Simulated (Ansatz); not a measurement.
CaO:

```
Ca O
1.0
     0.00000    2.40356    2.40356
     2.40356    0.00000    2.40356
     2.40356    2.40356    0.00000
Ca O
1 1
Direct
  0.00000 0.00000 0.00000
  0.50000 0.50000 0.50000
```

The cell is a database's computed one.

Base run:

| Quantity | Value |
| --- | --- |
| Program | Ansatz 0.2.0 |
| Functional | PBEsol |
| Potentials or basis | Ansatz PAW |
| Cutoff | 420 eV |
| Density cutoff | 1680 eV |
| k mesh | 10 × 10 × 10 |
| Occupations | fermi-dirac, width 0.05 eV |
| Spin | no spin polarisation |

Its results: band gap on the k mesh 3.56 eV, indirect (least direct gap 3.93 eV); pressure -2.7 GPa.

**Question.** The run is repeated on the same cell with these changes: functional from PBEsol to RPBE. What comes out?

**Answer.** Band gap on the k mesh 3.76 eV, indirect (least direct gap 4.13 eV); pressure 5.4 GPa.

RPBE binds less tightly than PBEsol, so the same cell stands under more pressure.

Caveats: the PAW data sets come from PBE, with cores solved anew for the run's functional, which leaves a small shift of forces and pressure; the potentials were made for another functional, which shifts forces and pressure (some runs).

Not every run made on this cell is shown here.
